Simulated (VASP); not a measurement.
## MgS (Niningerite): equation of state with PBEsol

MgS (Niningerite):

```xyz
2
Lattice="0.0000 2.6016 2.6016 2.6016 0.0000 2.6016 2.6016 2.6016 0.0000" Properties=species:S:1:pos:R:3 pbc="T T T"
S     2.6016    2.6016    2.6016
Mg    0.0000    0.0000    0.0000
```

```
Program             : VASP 6.6.1
Task                : equation of state
Functional          : PBEsol
Potentials or basis : VASP PAW PBE potentials, release 64 (S, Mg)
Cutoff              : 520 eV
k mesh              : 9 × 9 × 9
Occupations         : fermi-dirac, width 0.05 eV
Spin                : no spin polarisation
```

The equilibrium volume is 17.36 Å³/atom, the bulk modulus is 79 GPa and the pressure derivative of the bulk modulus is 4.1.

Energy against volume, from the lowest point:
| volume (Å³/atom) | energy (meV/atom) |
| --- | --- |
| 16.553 | 9.85 |
| 16.905 | 2.92 |
| 17.257 | 0.00 |
| 17.609 | 0.72 |
| 17.962 | 4.72 |
| 18.314 | 11.66 |
| 18.666 | 21.27 |

All runs of the series together: 86 s on 1 thread of AMD EPYC 7R13 Processor (Zen 3), on a shared host.

Caveat: the PAW data sets were made with another functional, which shifts forces and pressure a little.
